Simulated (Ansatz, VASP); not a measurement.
**Two plane-wave programs on Fe**

```
Fe
1.0
     1.69241   -1.69257    0.00000
     1.69241    1.69257    0.00000
     0.00000    0.00000    3.55058
Fe
2
Direct
  0.50000 0.50000 0.50000
  0.00000 0.00000 0.00000
```

Alike in both runs: functional PBEsol; k mesh 14 × 14 × 10; occupations fermi-dirac, width 0.05 eV; collinear spin.

Ansatz relaxed the structure, and its values are those at the end. VASP's run is a single point on that final structure, the one shown.

|  | VASP | Ansatz |
| --- | --- | --- |
| version | VASP 6.6.1 | Ansatz 0.2.0 |
| potentials or method | VASP PAW PBE potentials, release 64 (Fe) | PAW with Ansatz's default frozen-core files, scalar-relativistic |
| plane-wave cutoff (eV) | 520 | 420 |
| valence electrons in the cell | 16 | 32 |

```csv
,VASP,Ansatz,Ansatz less VASP
pressure (GPa),-0.3,0.0,+0.26
net moment per atom (μB),0.00,0.00,0.000
size of the moment on the site where the two differ most (μB),1.24,1.20,-0.039
```

Site moments also hang on the region over which each program counts them. The two sets of potentials don't hold the same shells in valence.

Caveats: the PAW data sets were made with another functional, which shifts forces and pressure a little (VASP).
